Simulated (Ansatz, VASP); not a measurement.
## ZrB2: VASP beside Ansatz

INCAR

```
SYSTEM = ZrB2
PREC = Accurate
ENCUT = 520
EDIFF = 1E-7
ISMEAR = -1
SIGMA = 0.05
LREAL = .FALSE.
LASPH = .TRUE.
NELM = 80
ALGO = Normal
ISIF = 2
LWAVE = .FALSE.
LCHARG = .FALSE.
GGA = PE
NBANDS = 16
```

The input KPOINTS:

```
regular mesh
0
G
  10 10 8
  0 0 0
```

Contents of POSCAR:

```
ZrB2
1.0
    3.1700000000      0.0000000000      0.0000000000
   -1.5850000000      2.7453005300      0.0000000000
    0.0000000000      0.0000000000      3.5330000000
Zr B
1 2
Direct
    0.0000000000      0.0000000000      0.0000000000
    0.6666666667      0.3333333333      0.5000000000
    0.3333333333      0.6666666667      0.5000000000
```

input.yaml

```yaml
crystal:
  lattice:
    - [3.17, 0.0, 0.0]
    - [-1.585, 2.74530053, 0.0]
    - [0.0, 0.0, 3.533]
  atoms:
    - { symbol: Zr, position: [0.0, 0.0, 0.0] }
    - { symbol: B, position: [0.6666666667, 0.3333333333, 0.5] }
    - { symbol: B, position: [0.3333333333, 0.6666666667, 0.5] }
hamiltonian:
  xc: pbe
  pseudopotentials: { kind: paw }
kpoints:
  mp_grid: { grid: [10, 10, 8] }
  band_path:
    path:
      - [[0.0, 0.0, 0.0], [0.5, 0.0, 0.0], [0.3333333333, 0.3333333333, 0.0], [0.0, 0.0, 0.0], [0.0, 0.0, 0.5], [0.5, 0.0, 0.5], [0.3333333333, 0.3333333333, 0.5], [0.0, 0.0, 0.5]]
      - [[0.5, 0.0, 0.5], [0.5, 0.0, 0.0]]
      - [[0.3333333333, 0.3333333333, 0.0], [0.3333333333, 0.3333333333, 0.5]]
    npoints: 14
scf:
  occupations: { method: fermi_dirac, width: 0.05 }
  n_extra_bands: 7
output:
  forces: true
  stress: true
  eigenvalues: true
  fatbands: false
```

Alike in both runs: functional PBE; k mesh 10 × 10 × 8; occupations fermi-dirac, width 0.05 eV; no spin polarisation.

|  | VASP | Ansatz |
| --- | --- | --- |
| version | VASP 6.6.1 | Ansatz 0.2.0 |
| potentials or method | VASP PAW PBE potentials, release 64 (Zr_sv, B) | Ansatz PAW |
| plane-wave cutoff (eV) | 520 | 420 |
| valence electrons in the cell | 18 | 18 |
| task | single point | band structure |

```tsv
	VASP	Ansatz	Ansatz less VASP
gap on the k mesh at the Fermi level (eV)	none	none	-
pressure (GPa)	0.9	0.8	-0.14
largest component of the traceless stress (GPa)	0.78	0.74	-0.040
```

A gap of «none» marks a metal or a gap that the smearing closes. With one functional, cell and mesh, what is left measures potentials, basis and numerics.
